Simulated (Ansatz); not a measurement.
# A strain series on HfO2 (fluorite): xy shear, engineering strain (angle)

HfO2 built on the fluorite prototype, relaxed with r2SCAN in Ansatz, then strained (xy shear, engineering strain (angle); angles, axes as in the cell below) with the atoms relaxed again within the symmetry that is left. Space group Fm-3m (No. 225), cubic; conventional cell a = 5.058 Å, 10.79 Å³ an atom. Around Hf lie 8 O at 2.19 Å; around O lie 4 Hf at 2.19 Å. (Simulation; spin polarisation is off.)

```
CELL_PARAMETERS angstrom
0.00000 2.52918 2.52918
2.52918 0.00000 2.52918
2.52918 2.52918 0.00000
ATOMIC_POSITIONS crystal
Hf 0.00000 0.00000 0.00000
O 0.25000 0.25000 0.25000
O 0.75000 0.75000 0.75000
```

Gaps are the least over each mesh (PBE 8×8×8, r2SCAN 8×8×8, HSE06 6×6×6 when unstrained) and the special points, which keep their unstrained names; stress is the change from the unstrained cell, compression positive.

```csv
strain (%),"gap, PBE (eV)","gap, r2SCAN (eV)","gap, HSE06 (eV)","edges, HSE06","xy stress, r2SCAN (GPa)","energy rise, r2SCAN (meV/atom)"
0.0,3.803,4.303,5.409,X,0.00,0.0
+1.02,3.803,4.303,5.409,X,-0.76,0.3
+1.13,3.803,4.303,5.409,X,-0.84,0.3
+2.5,3.804,4.304,5.410,X,-1.86,1.6
+4.69,3.805,4.307,5.411,X,-3.53,5.5
```

No spin-orbit coupling is included; it can move band edges with weight on the heavy atoms by tenths of an eV.

The meshes of the hybrids are coarse, so their gaps aren't converged to the digits shown.
